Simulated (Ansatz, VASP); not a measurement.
**Si in VASP and in Ansatz**

Contents of INCAR:

```
ALGO = Normal
EDIFF = 1E-7
EDIFFG = -0.002
ENCUT = 600
IBRION = 2
ISIF = 3
ISMEAR = 0
LASPH = True
LCHARG = False
LREAL = False
LWAVE = False
NELM = 80
NSW = 100
PREC = Accurate
SIGMA = 0.02
```

The input KPOINTS:

```
k-points
0
Gamma
  10 10 10
```

Contents of POSCAR:

```
Si
1.0
    0.0000000000      2.7007939031      2.7007939031
    2.7007939031      0.0000000000      2.7007939031
    2.7007939031      2.7007939031      0.0000000000
Si
2
Direct
    0.5000000000      0.5000000000      0.5000000000
    0.7500000000      0.7500000000      0.7500000000
```

Input for Ansatz:

```yaml
crystal:
  lattice:
    - [0.0, 2.7007939031, 2.7007939031]
    - [2.7007939031, 0.0, 2.7007939031]
    - [2.7007939031, 2.7007939031, 0.0]
  atoms:
    - { symbol: Si, position: [0.5, 0.5, 0.5] }
    - { symbol: Si, position: [0.75, 0.75, 0.75] }
basis:
  ecutwfc: 600.0
kpoints:
  mp_grid: { grid: [10, 10, 10] }
hamiltonian:
  xc: lda
  pseudopotentials: { kind: paw, azcp: { folder: soft_1 } }
scf:
  occupations: { method: gaussian, width: 0.02 }
output:
  forces: true
  stress: true
  eigenvalues: true
relax:
  adjacent_minimum: "off"
  f_tol: 0.002
  max_steps: 80
  cell: { stress_tol: 0.02 }
```

Alike in both runs: task relaxation of cell and atoms; functional LDA; k mesh 10 × 10 × 10; occupations gaussian, width 0.02 eV; no spin polarisation.

```csv
,VASP,Ansatz
version,VASP 6.6.1,Ansatz 0.2.0
potentials or method,"VASP PAW LDA potentials, release 64 (Si)","scalar-relativistic, plane waves, PAW"
plane-wave cutoff (eV),600,600
valence electrons in the cell,8,8
```

|  | VASP | Ansatz | Ansatz less VASP |
| --- | --- | --- | --- |
| gap on the k mesh at the Fermi level, each at its own relaxed structure (eV) | 0.45 | 0.45 | +0.001 |
| relaxed volume (Å³/atom) | 19.72 | 19.70 | -0.015 |
| relaxed cell length with the largest relative difference (Å) | 3.820 | 3.820 | -0.0010 |

Ansatz warned: «pseudo_functional_mismatch».
